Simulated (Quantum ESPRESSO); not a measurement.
# BN (Fmm2) in Quantum ESPRESSO: reference runs

Aim: a first look at BN with PBE, on the cell as given and on a disturbed one.

Everything below comes from runs of Quantum ESPRESSO 7.5. Logs are shortened: lines on timing, memory, paths and dates and some standing lists are left out, and cuts for length are marked.

### 1 The structure

Symmetry: Fmm2, No. 42, orthorhombic system. The conventional cell has a = 2.503 Å, b = 6.991 Å, c = 4.332 Å, α = 90.00°, β = 90.00°, γ = 90.00°. N (site symmetry mm2) is surrounded by 3 B at 1.44 Å. B (site symmetry mm2) has 3 N at 1.44 Å as nearest neighbours.

Measurements of this composition are mostly on another form, of space group No. 194.

### 2 Single point, PBE

pw.in reads:

```
&CONTROL
  calculation = 'scf'
  prefix = 'pwscf'
  outdir = './tmp'
  pseudo_dir = './pseudo'
  tprnfor = .true.
  tstress = .true.
  disk_io = 'nowf'
/
&SYSTEM
  ibrav = 0
  nat = 2
  ntyp = 2
  ecutwfc = 60
  ecutrho = 480
  nbnd = 9
  occupations = 'smearing'
  smearing = 'fd'
  degauss = 0.00367493
/
&ELECTRONS
  conv_thr = 4d-10
  electron_maxstep = 120
  mixing_beta = 0.5
/
ATOMIC_SPECIES
N     14.0070 N.pbe-n-radius_5.UPF
B     10.8100 b_pbe_v1.4.uspp.F.UPF
CELL_PARAMETERS angstrom
   0.0000000000    3.4953158300    2.1660912400
   1.2516321000    0.0000000000    2.1660912400
   1.2516321000    3.4953158300    0.0000000000
ATOMIC_POSITIONS crystal
N      0.6666513400    0.6666513400    0.3333486600
B      0.0000486500    0.0000486500    0.9999513500
K_POINTS automatic
13 13 13 0 0 0
```

Potentials or basis: SSSP 1.3 efficiency PBE.

Command:

```
> OMP_NUM_THREADS=1 pw.x -in pw.in > pw.out
```

pw.out:

```text
This program is part of the open-source Quantum ESPRESSO suite
     for quantum simulation of materials; please cite
[... 9 lines left out ...]
     --------------------
     sticks:   dense  smooth     PW     G-vecs:    dense   smooth      PW
     Sum        1251     631    219                22831     8043    1647

     Using Slab Decomposition

     bravais-lattice index     =            0
     lattice parameter (alat)  =       7.7707  a.u.
     unit-cell volume          =     127.8988 (a.u.)^3
     number of atoms/cell      =            2
     number of atomic types    =            2
     number of electrons       =         8.00
     number of Kohn-Sham states=            9
     kinetic-energy cutoff     =      60.0000  Ry
     charge density cutoff     =     480.0000  Ry
     scf convergence threshold =      4.0E-10
     mixing beta               =       0.5000
     number of iterations used =            8  plain     mixing
     Exchange-correlation=  SLA  PW   PBX  PBC
                           (   1   4   3   4   0   0   0)

     celldm(1)=   7.770701  celldm(2)=   0.000000  celldm(3)=   0.000000
     celldm(4)=   0.000000  celldm(5)=   0.000000  celldm(6)=   0.000000

     crystal axes: (cart. coord. in units of alat)
               a(1) = (   0.000000   0.850012   0.526763 )
               a(2) = (   0.304379   0.000000   0.526763 )
               a(3) = (   0.304379   0.850012   0.000000 )

     reciprocal axes: (cart. coord. in units 2 pi/alat)
               b(1) = ( -1.642686  0.588227  0.949193 )
               b(2) = (  1.642686 -0.588227  0.949193 )
               b(3) = (  1.642686  0.588227 -0.949193 )

     PseudoPot. # 1 for N  read from file:
     N.pbe-n-radius_5.UPF
     Pseudo is Ultrasoft + core correction, Zval =  5.0
     Generated using "atomic" code by A. Dal Corso  v.5.1
     Using radial grid of 1085 points,  4 beta functions with:
                l(1) =   0
                l(2) =   0
                l(3) =   1
                l(4) =   1
     Q(r) pseudized with 0 coefficients

     PseudoPot. # 2 for B  read from file:
     b_pbe_v1.4.uspp.F.UPF
     Pseudo is Ultrasoft + core correction, Zval =  3.0
     Generated by new atomic code, or converted to UPF format
     Using radial grid of  781 points,  4 beta functions with:
                l(1) =   0
                l(2) =   0
                l(3) =   1
                l(4) =   1
     Q(r) pseudized with  8 coefficients,  rinner =    1.100   1.100   1.100

     atomic species   valence    mass     pseudopotential
     N                 5.00    14.00700     N ( 1.00)
     B                 3.00    10.81000     B ( 1.00)

      4 Sym. Ops. (no inversion) found

   Cartesian axes

     site n.     atom                  positions (alat units)
         1        N      tau(   1) = (   0.3043795   0.8500121   0.7023348  )
         2        B      tau(   2) = (   0.3043795   0.8500121   0.0000513  )

     number of k points=   343  Fermi-Dirac smearing, width (Ry)=  0.0037

     Number of k-points >= 100: set verbosity='high' to print them.

     Dense  grid:    22831 G-vectors     FFT dimensions: (  60,  36,  50)

     Smooth grid:     8043 G-vectors     FFT dimensions: (  40,  24,  36)

     Initial potential from superposition of free atoms

     starting charge       7.9997, renormalised to       8.0000
     Starting wfcs are    8 randomized atomic wfcs +    1 random wfcs

     Self-consistent Calculation

     iteration #  1     ecut=    60.00 Ry     beta= 0.50
     Davidson diagonalization with overlap
     ethr =  1.00E-02,  avg # of iterations =  4.9

     total energy              =     -26.69299399 Ry
     estimated scf accuracy    <       0.37949272 Ry

     iteration #  2     ecut=    60.00 Ry     beta= 0.50
     Davidson diagonalization with overlap
     ethr =  4.74E-03,  avg # of iterations =  1.4

     total energy              =     -26.76559597 Ry
     estimated scf accuracy    <       0.03630149 Ry

     iteration #  3     ecut=    60.00 Ry     beta= 0.50
     Davidson diagonalization with overlap
     ethr =  4.54E-04,  avg # of iterations =  3.0

     total energy              =     -26.77170184 Ry
     estimated scf accuracy    <       0.00387794 Ry

     iteration #  4     ecut=    60.00 Ry     beta= 0.50
     Davidson diagonalization with overlap
     ethr =  4.85E-05,  avg # of iterations =  3.2

     total energy              =     -26.77226416 Ry
     estimated scf accuracy    <       0.00017604 Ry

     iteration #  5     ecut=    60.00 Ry     beta= 0.50
     Davidson diagonalization with overlap
     ethr =  2.20E-06,  avg # of iterations =  3.9

     total energy              =     -26.77231821 Ry
     estimated scf accuracy    <       0.00003320 Ry

     iteration #  6     ecut=    60.00 Ry     beta= 0.50
     Davidson diagonalization with overlap
     ethr =  4.15E-07,  avg # of iterations =  1.6

     total energy              =     -26.77232398 Ry
     estimated scf accuracy    <       0.00000111 Ry

     iteration #  7     ecut=    60.00 Ry     beta= 0.50
     Davidson diagonalization with overlap
     ethr =  1.39E-08,  avg # of iterations =  3.3

     total energy              =     -26.77232463 Ry
     estimated scf accuracy    <       0.00000008 Ry

     iteration #  8     ecut=    60.00 Ry     beta= 0.50
     Davidson diagonalization with overlap
     ethr =  1.02E-09,  avg # of iterations =  2.4

     total energy              =     -26.77232465 Ry
     estimated scf accuracy    <          5.2E-09 Ry

     iteration #  9     ecut=    60.00 Ry     beta= 0.50
     Davidson diagonalization with overlap
     ethr =  6.55E-11,  avg # of iterations =  2.1

     total energy              =     -26.77232465 Ry
     estimated scf accuracy    <          1.2E-09 Ry

     iteration # 10     ecut=    60.00 Ry     beta= 0.50
     Davidson diagonalization with overlap
     ethr =  1.47E-11,  avg # of iterations =  1.9

     End of self-consistent calculation

     Number of k-points >= 100: set verbosity='high' to print the bands.

     the Fermi energy is     5.6864 ev

!    total energy              =     -26.77232465 Ry
     estimated scf accuracy    <          4.7E-12 Ry
     smearing contrib. (-TS)   =      -0.00000000 Ry
     internal energy E=F+TS    =     -26.77232465 Ry

     The total energy is F=E-TS. E is the sum of the following terms:
     one-electron contribution =     -10.06772119 Ry
     hartree contribution      =       9.05832197 Ry
     xc contribution           =      -8.54338509 Ry
     ewald contribution        =     -17.21954033 Ry

     convergence has been achieved in  10 iterations

     Forces acting on atoms (cartesian axes, Ry/au):

     atom    1 type  1   force =    -0.00000000   -0.00000000   -0.00036904
     atom    2 type  2   force =     0.00000000    0.00000000    0.00036904

     Total force =     0.000522     Total SCF correction =     0.000001

     Computing stress (Cartesian axis) and pressure

          total   stress  (Ry/bohr**3)                   (kbar)     P=       22.13
   0.00017470  -0.00000000   0.00000000           25.70       -0.00        0.00
   0.00000000   0.00009887  -0.00000000            0.00       14.54       -0.00
   0.00000000  -0.00000000   0.00017777            0.00       -0.00       26.15

=------------------------------------------------------------------------------=
   JOB DONE.
=------------------------------------------------------------------------------=
```

Wall time 68 s (1 thread of Arm Neoverse V1, shared host); peak memory 0.1 GiB.

What came out:

| Item | Value |
| --- | --- |
| Free energy | -364.2560 eV |
| Pressure | 2.2 GPa |
| Largest force | 0.009 eV/Å |
| Band gap on the k mesh | 3.92 eV, indirect (least direct gap 4.68 eV) |

Forces on the atoms (eV/Å):
```
N    0.000  0.000 -0.009
B    0.000  0.000  0.009
```

Levels at points of the mesh, in eV from the valence-band top:
```
           k point  band 1  band 2  band 3  band 4  band 5  band 6  band 7  band 8  band 9
(0.00, 0.00, 0.00)  -17.85   -4.47   -1.43   -1.42    4.88   11.52   11.58   12.98   14.45
```

Caveat: an odd mesh through Γ misses points on the zone boundary, where band edges often lie.

### 3 Single point, PBE (atoms moved at random, drawn with an rms of 0.05 Å)

pw.in, as its differences from that of step 2:

```diff
@@ -33,4 +33,4 @@
 ATOMIC_POSITIONS crystal
-N      0.6666513400    0.6666513400    0.3333486600
-B      0.0000486500    0.0000486500    0.9999513500
+N      0.6608190000    0.6974220000    0.3268340000
+B      0.0070130000    0.0078650000    0.9907430000
 K_POINTS automatic
```

Potentials or basis: SSSP 1.3 efficiency PBE.

Command:

```
> OMP_NUM_THREADS=1 pw.x -in pw.in > pw.out
```

pw.out:

```text
This program is part of the open-source Quantum ESPRESSO suite
     for quantum simulation of materials; please cite
         "P. Giannozzi et al., J. Phys.:Condens. Matter 21 395502 (2009);
         "P. Giannozzi et al., J. Phys.:Condens. Matter 29 465901 (2017);
         "P. Giannozzi et al., J. Chem. Phys. 152 154105 (2020);
     in publications or presentations arising from this work. More details at

     G-vector sticks info
     --------------------
     sticks:   dense  smooth     PW     G-vecs:    dense   smooth      PW
     Sum        1251     631    219                22831     8043    1647

     Using Slab Decomposition

     bravais-lattice index     =            0
     lattice parameter (alat)  =       7.7707  a.u.
     unit-cell volume          =     127.8988 (a.u.)^3
     number of atoms/cell      =            2
     number of atomic types    =            2
     number of electrons       =         8.00
     number of Kohn-Sham states=            9
     kinetic-energy cutoff     =      60.0000  Ry
     charge density cutoff     =     480.0000  Ry
     scf convergence threshold =      4.0E-10
     mixing beta               =       0.5000
     number of iterations used =            8  plain     mixing
     Exchange-correlation=  SLA  PW   PBX  PBC
                           (   1   4   3   4   0   0   0)

     celldm(1)=   7.770701  celldm(2)=   0.000000  celldm(3)=   0.000000
     celldm(4)=   0.000000  celldm(5)=   0.000000  celldm(6)=   0.000000

     crystal axes: (cart. coord. in units of alat)
               a(1) = (   0.000000   0.850012   0.526763 )
               a(2) = (   0.304379   0.000000   0.526763 )
               a(3) = (   0.304379   0.850012   0.000000 )

     reciprocal axes: (cart. coord. in units 2 pi/alat)
               b(1) = ( -1.642686  0.588227  0.949193 )
               b(2) = (  1.642686 -0.588227  0.949193 )
               b(3) = (  1.642686  0.588227 -0.949193 )

     PseudoPot. # 1 for N  read from file:
     N.pbe-n-radius_5.UPF
     Pseudo is Ultrasoft + core correction, Zval =  5.0
     Generated using "atomic" code by A. Dal Corso  v.5.1
     Using radial grid of 1085 points,  4 beta functions with:
                l(1) =   0
                l(2) =   0
                l(3) =   1
                l(4) =   1
     Q(r) pseudized with 0 coefficients

     PseudoPot. # 2 for B  read from file:
     b_pbe_v1.4.uspp.F.UPF
     Pseudo is Ultrasoft + core correction, Zval =  3.0
     Generated by new atomic code, or converted to UPF format
     Using radial grid of  781 points,  4 beta functions with:
                l(1) =   0
                l(2) =   0
                l(3) =   1
                l(4) =   1
     Q(r) pseudized with  8 coefficients,  rinner =    1.100   1.100   1.100

     atomic species   valence    mass     pseudopotential
     N                 5.00    14.00700     N ( 1.00)
     B                 3.00    10.81000     B ( 1.00)

     No symmetry found

   Cartesian axes

     site n.     atom                  positions (alat units)
         1        N      tau(   1) = (   0.3117625   0.8395170   0.7154714  )
         2        B      tau(   2) = (   0.3039558   0.8481047   0.0078372  )

     number of k points=  1099  Fermi-Dirac smearing, width (Ry)=  0.0037

     Number of k-points >= 100: set verbosity='high' to print them.

     Dense  grid:    22831 G-vectors     FFT dimensions: (  60,  36,  50)

     Smooth grid:     8043 G-vectors     FFT dimensions: (  40,  24,  36)

     Initial potential from superposition of free atoms

     starting charge       7.9997, renormalised to       8.0000
     Starting wfcs are    8 randomized atomic wfcs +    1 random wfcs

     Self-consistent Calculation

     iteration #  1     ecut=    60.00 Ry     beta= 0.50
     Davidson diagonalization with overlap
     ethr =  1.00E-02,  avg # of iterations =  4.9

     total energy              =     -26.68962108 Ry
     estimated scf accuracy    <       0.38147544 Ry

     iteration #  2     ecut=    60.00 Ry     beta= 0.50
     Davidson diagonalization with overlap
     ethr =  4.77E-03,  avg # of iterations =  1.4

     total energy              =     -26.76265032 Ry
     estimated scf accuracy    <       0.03660417 Ry

     iteration #  3     ecut=    60.00 Ry     beta= 0.50
     Davidson diagonalization with overlap
     ethr =  4.58E-04,  avg # of iterations =  3.0

     total energy              =     -26.76886879 Ry
     estimated scf accuracy    <       0.00389305 Ry

     iteration #  4     ecut=    60.00 Ry     beta= 0.50
     Davidson diagonalization with overlap
     ethr =  4.87E-05,  avg # of iterations =  3.3

     total energy              =     -26.76943693 Ry
     estimated scf accuracy    <       0.00017851 Ry

     iteration #  5     ecut=    60.00 Ry     beta= 0.50
     Davidson diagonalization with overlap
     ethr =  2.23E-06,  avg # of iterations =  3.9
[... 15 lines left out ...]
     total energy              =     -26.76949866 Ry
     estimated scf accuracy    <       0.00000006 Ry

     iteration #  8     ecut=    60.00 Ry     beta= 0.50
     Davidson diagonalization with overlap
     ethr =  7.10E-10,  avg # of iterations =  2.1

     total energy              =     -26.76949867 Ry
     estimated scf accuracy    <          2.5E-09 Ry

     iteration #  9     ecut=    60.00 Ry     beta= 0.50
     Davidson diagonalization with overlap
     ethr =  3.06E-11,  avg # of iterations =  2.3

     total energy              =     -26.76949867 Ry
     estimated scf accuracy    <          4.9E-10 Ry

     iteration # 10     ecut=    60.00 Ry     beta= 0.50
     Davidson diagonalization with overlap
     ethr =  6.10E-12,  avg # of iterations =  1.4

     End of self-consistent calculation

     Number of k-points >= 100: set verbosity='high' to print the bands.

     the Fermi energy is     5.7114 ev

!    total energy              =     -26.76949867 Ry
     estimated scf accuracy    <          1.8E-11 Ry
     smearing contrib. (-TS)   =      -0.00000000 Ry
     internal energy E=F+TS    =     -26.76949867 Ry

     The total energy is F=E-TS. E is the sum of the following terms:
     one-electron contribution =     -10.06426866 Ry
     hartree contribution      =       9.05753280 Ry
     xc contribution           =      -8.54374384 Ry
     ewald contribution        =     -17.21901897 Ry

     convergence has been achieved in  10 iterations

     Forces acting on atoms (cartesian axes, Ry/au):

     atom    1 type  1   force =    -0.04811307    0.01776216   -0.03445193
     atom    2 type  2   force =     0.04811307   -0.01776216    0.03445193

     Total force =     0.087376     Total SCF correction =     0.000001

     Computing stress (Cartesian axis) and pressure

          total   stress  (Ry/bohr**3)                   (kbar)     P=       26.70
   0.00007391   0.00002511  -0.00021595           10.87        3.69      -31.77
   0.00002511   0.00008930   0.00001504            3.69       13.14        2.21
  -0.00021595   0.00001504   0.00038128          -31.77        2.21       56.09

=------------------------------------------------------------------------------=
   JOB DONE.
=------------------------------------------------------------------------------=
```

Run time: 3.6 min. Hardware: 1 thread of Arm Neoverse V1, shared host; peak memory 0.2 GiB.

What came out:

| Item | Value |
| --- | --- |
| Free energy | -364.2176 eV |
| Pressure | 2.7 GPa |
| Largest force | 1.589 eV/Å |
| Band gap on the k mesh | 3.74 eV, indirect (least direct gap 4.67 eV) |

Forces in eV/Å, atoms in the order of the input:
```
N   -1.237  0.457 -0.886
B    1.237 -0.457  0.886
```

Stress tensor (GPa, compression positive):
```
 1.09  0.37 -3.18
 0.37  1.31  0.22
-3.18  0.22  5.61
```

Caveat: an odd mesh through Γ misses points on the zone boundary, where band edges often lie.
